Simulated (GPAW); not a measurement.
# A GW chain in GPAW: CdTe (F-43m), part 2 of 2

How does a plane-wave GW calculation on CdTe (F-43m) run from the first input to the gap?

GPAW 26.7.0; LDA and many-body steps on it, plane waves. Known limits of the many-body steps: not at the basis limit; no spin-orbit coupling; coarse k mesh.

So far. Step 3 (Bands along the symmetry lines): The gap is 0.608 eV, as in the run before at this level. Step 4 (Empty states on the mesh, 4×4×4 mesh, 786 bands): On this mesh the gap is 0.608 eV.

The database entry behind the starting cell differs from later determinations by our own check (an axis about 1.1 % short against later determinations), so it need not match the best structure at ambient conditions.

**5. Screening and self-energy, 4×4×4 mesh, 361 bands, screening to 180 eV**

Now the one-shot GW correction: screening in the RPA, then the self-energy of the levels asked for.

This step: G0W0 on LDA, plane waves, PAW.

Input file run.py:

```python
import json
import numpy as np
from gpaw.mpi import world
from gpaw.response.g0w0 import G0W0

gw = G0W0('full.gpw',
    filename='gw',
    kpts=[0],
    bands=(7, 11),
    ecut=180,
    nbands=361,
    integrate_gamma='WS',
    ppa=True)
gw.calculate()
res = {mode: {k: v for k, v in r.items() if k != 'sigma_eskwn'}
       for mode, r in gw.all_results.items()}

if world.rank == 0:
    with open('result.json', 'w') as f:
        json.dump(res, f, default=lambda x: x.tolist())
```

Command:

```
mpirun -n 8 gpaw python run.py
```

Numbers of over 12 decimals in the logs are rounded to 6 here.

The program printed:

```text
Using integrator: PointIntegrator
FrequencyGridDescriptor(from 0.000+0.000j to 0.000+27.211j eV, 2 points)
Nonperiodic BCs:  [False False False]
Using integrator: PointIntegrator
FrequencyGridDescriptor(from 0.000+0.000j to 0.000+27.211j eV, 2 points)
Nonperiodic BCs:  [False False False]
  ___  _ _ _
 |   || | | |
 | | || | | |
 |__ ||_____|
 |___|

BZ k-points: Symmetries present (total): 24

  [... matrices ...]
64 k-points: 4 x 4 x 4 Monkhorst-Pack grid + [1/8,1/8,1/8]
8 k-points in the irreducible part of the Brillouin zone
       k-points in crystal coordinates                weights
   0:     0.00000000    0.00000000    0.00000000          1/64
   1:     0.25000000    0.25000000    0.00000000          6/64
   2:     0.25000000    0.25000000    0.25000000          8/64
   3:     0.50000000    0.25000000   -0.25000000          6/64
   4:     0.50000000    0.25000000    0.25000000         12/64
   5:     0.50000000    0.50000000    0.00000000          3/64
   6:     0.50000000    0.50000000    0.25000000         24/64
   7:     0.50000000    0.50000000    0.50000000          4/64

Distributing spins, k-points and bands (1 x 1 x 4) over 8 processes
Number of blocks: 1

Quasi particle states:
k-points (IBZ indices): [0]
Band range: (7, 11)
  [... matrices ...]
Computational parameters:
Plane wave cut-off: 180 eV
Number of bands: 361
Coulomb cutoff: None
Broadening: 0.1 eV

fxc modes: GW
Kernel: RPA
Using Godby-Needs plasmon-pole approximation:
  Fitting energy: i*E0, E0 = 1.000 Hartree
Summing all q:

Calculating screened Coulomb potential
No Coulomb truncation
FrequencyGridDescriptor(from 0.000+0.000j to 0.000+27.211j eV, 2 points)
Removing empty qpoint cache files...

Calculating chi0 body with:
    Ground state adapter containing:
    Number of spins: 1
    Number of kpoints: 64
    Number of irreducible kpoints: 8
    Number of completely occupied states: 9
    Number of partially occupied states: 9
    Occupied states memory: 1.8984375 M / cpu

    Linear response parametrization:
    q_c: [0.0, 0.0, 0.0]
    Number of frequency points: 2
    Planewave cutoff: 180.0
    Number of bands: 361
    Number of planewaves: 339
    Broadening (eta): 1e-06
    comm.size: 8
    kncomm.size: 8
    blockcomm.size: 1

    Memory estimate of potentially large arrays:
        chi0_wGG: 3.507111 M / cpu
Integrating chi0 body.

Symmetries of q_c:
    Direct symmetries (Uq -> q): 24
    Indirect symmetries (TUq -> q): 24
In total 48 allowed symmetries.

  [... matrices ...]
8 groups of equivalent kpoints. 87.5% reduction.

Integral kind: response function
Integrating chi0 head and wings.

Symmetries of q_c:
    Direct symmetries (Uq -> q): 24
    Indirect symmetries (TUq -> q): 24
In total 48 allowed symmetries.

  [... matrices ...]
8 groups of equivalent kpoints. 87.5% reduction.

Integral kind: response function wings

Calculating chi0 body with:
    Ground state adapter containing:
    Number of spins: 1
    Number of kpoints: 64
    Number of irreducible kpoints: 8
    Number of completely occupied states: 9
    Number of partially occupied states: 9
    Occupied states memory: 1.8984375 M / cpu

    Linear response parametrization:
[... the further q-points ...]

Results:
f:      Occupation numbers
eps:     KS-eigenvalues [eV]
vxc:     KS vxc [eV]
exx:     Exact exchange [eV]
sigma:   Self-energies [eV]
dsigma:  Self-energy derivatives
Z:       Renormalization factors
qp:      QP-energies [eV]

k-point 0 (0): (0.000, 0.000, 0.000)                GW
band       f     eps     vxc     exx   sigma  dsigma       Z      qp
                                                                   GW
   7   1.000   3.777 -16.571 -18.178   1.194  -0.264   0.791   3.451
   8   1.000   3.777 -16.571 -18.178   1.194  -0.264   0.791   3.451
   9   0.000   4.385 -13.972  -9.625  -3.590  -0.245   0.803   4.993
  10   0.000   8.267 -11.406  -6.804  -4.175  -0.256   0.796   8.607
```

The job ended after 1.8 min (8 MPI ranks of Arm Neoverse V2, shared host; peak memory 3 GiB).

This step gave:

| Property | Result |
| --- | --- |
| G0W0 gap on the points computed | 1.542 eV |
| least direct G0W0 gap on the computed points | 1.542 eV |
| Z at the valence top | 0.7909 |
| Z at the conduction bottom | 0.8031 |
| starting gap on the mesh | 0.6080 eV |
| k of the valence top | 0, 0, 0 |
| k of the conduction bottom | 0, 0, 0 |

The gap on the mesh goes from 0.61 eV to 1.54 eV, a correction of +0.93 eV.

Limits: finite bands, cutoff and mesh; no spin-orbit coupling; coarse k mesh. v1 is the top filled band, c1 the lowest empty one. The levels before and after the correction (eV, zero at the valence-band top of each column):

```tsv
	conduction bottom	valence top
Kohn-Sham	0.61	0.00
G0W0	1.54	0.00
```

```tsv
	level	energy (eV)
Kohn-Sham	Γ v2-v1	0.000
Kohn-Sham	Γ c1	0.608
Kohn-Sham	Γ c2	4.490
G0W0	Γ v2-v1	0.000
G0W0	Γ c1	1.542
G0W0	Γ c2	5.156
```

**6. Where the time went**

Times are wall times on 8 MPI ranks of Arm Neoverse V2, shared host, good to a factor of about two.

```tsv
step	time	share	memory (GiB)
ground state	3 s	3 %	1.2
bands along the symmetry lines	4.6 s	4 %	1.3
empty states on the mesh	6.2 s	5 %	2.4
screening and self-energy	1.8 min	88 %	3.0
```

**7. Outcome**

* LDA gap: 0.61 eV, direct
* G0W0 gap on the mesh: 1.54 eV
* GW settings: 4×4×4 mesh, 361 bands, screening to 180 eV, Godby-Needs plasmon pole
* known limits: not at the basis limit; no spin-orbit coupling; coarse k mesh

In words: G0W0 moves the gap on the mesh from 0.61 eV to 1.54 eV (+0.93 eV), with Z of 0.79 and 0.80 at the edges. Only 1 of the mesh's irreducible points was corrected, so a valley elsewhere could overtake. The dearest step here is «screening and self-energy». Bands and cutoff are finite, so the gap is not at the basis limit. The miss can reach some tenths of an eV and take either sign; the mesh is an error of its own. These stock PAW sets were not made for GW; the filled d or f shell of Te lies in the frozen core, which bears on start and correction. In the G0W0 run levels were corrected at 1 k point alone, so a gap called «on the mesh» is the least over those, and an edge elsewhere would be missed. The 4×4×4 mesh is coarse for this cell, which bears on the long-range parts of exchange and screening. The many-body steps are scalar-relativistic: spin-orbit coupling is not in them.

[Paths, hosts, dates, memory and timing lines, banners, echoed tables and standing remarks are left out of the program output.]

[Logs are printed without paths, hosts, clocks, repeated set-up lines and the standing remarks that a program may print on its own settings, such as how far it seeks lower states.]

[Runs of the session that timed out or met a known fault of the program may be left out.]

[Hosts, paths, dates, database ids (printed as entryN), source tags and the programs' standing remarks are cut or masked in the printed files.]
